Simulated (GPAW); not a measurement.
Crystal: Cu.

```
Cu
1.0
    -1.44279    1.44279    1.37608
     1.44279   -1.44279    1.37608
     1.44279    1.44279   -1.37608
Cu
1
Direct
  0.00000 0.00000 0.00000
```

This isn't the form of Cu at room conditions, which is fcc.

Base run:

| Quantity | Value |
| --- | --- |
| Program | GPAW 26.7.0 |
| Functional | LDA |
| Potentials or basis | the program's PAW data sets (release 1.2.1) made for this functional |
| Cutoff | 600 eV |
| Basis | pw |
| k mesh | 13 × 13 × 13 |
| Occupations | fermi-dirac, width 0.05 eV |
| Spin | no spin polarisation |

Its results: pressure -6.5 GPa.

Q: The run is repeated on the same cell with these changes: functional from LDA to PBEsol; potentials or basis from the program's PAW data sets (release 1.2.1) made for this functional to PAW data sets generated in the run's folder for this functional. What comes out?

A: Pressure 0.7 GPa.

Caveats: with this Cu data set, volumes or pressures lay over 1.5 % or 2 GPa off other programs in two to four cells of ten.
